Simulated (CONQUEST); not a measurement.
Crystal: Tc.

```
CELL_PARAMETERS angstrom
2.75772 0.00000 0.00000
0.00000 2.75772 0.00000
0.00000 0.00000 3.90000
ATOMIC_POSITIONS crystal
Tc 0.00000 0.00000 0.00000
Tc 0.50000 0.50000 0.50000
```

This isn't the form of Tc at room conditions, which is hcp.

```yaml
Program: CONQUEST 1.3
Task: single point
Functional: PBE
Potentials_or_basis: PseudoDojo NC PBE, DZP, grid cutoff 120 Ha
k_mesh: 10 × 10 × 7
Occupations: fermi-dirac, width 0.05 eV
Spin: no spin polarisation
```

On this cell: pressure -0.5 GPa; largest force zero by symmetry; band gap on the k mesh none (metal or under the smearing width).

The same run follows on a disturbed copy (atoms of the box moved at random, drawn with an rms of 0.05 Å):

```xyz
2
Lattice="2.7577 0.0000 0.0000 0.0000 2.7577 0.0000 0.0000 0.0000 3.9000" Properties=species:S:1:pos:R:3 pbc="T T T"
Tc   -0.0383   -0.0003    0.0138
Tc    1.3748    1.4282    1.9397
```

What does the disturbed cell give?

The energy (extrapolated to zero smearing) moves by +4.0 meV/atom; pressure 0.0 GPa; largest force 0.285 eV/Å; band gap on the k mesh none (metal or under the smearing width).

Forces on the atoms (eV/Å):
```
Tc   0.112  0.164 -0.200
Tc  -0.113 -0.164  0.204
```

Caveats: the box holds several primitive cells, so bands are folded and the points are those of the box's own zone; the basis of atomic orbitals isn't converged, which shifts pressures, moduli and gaps; the real-space grid breaks the cell's symmetry a little (some runs).
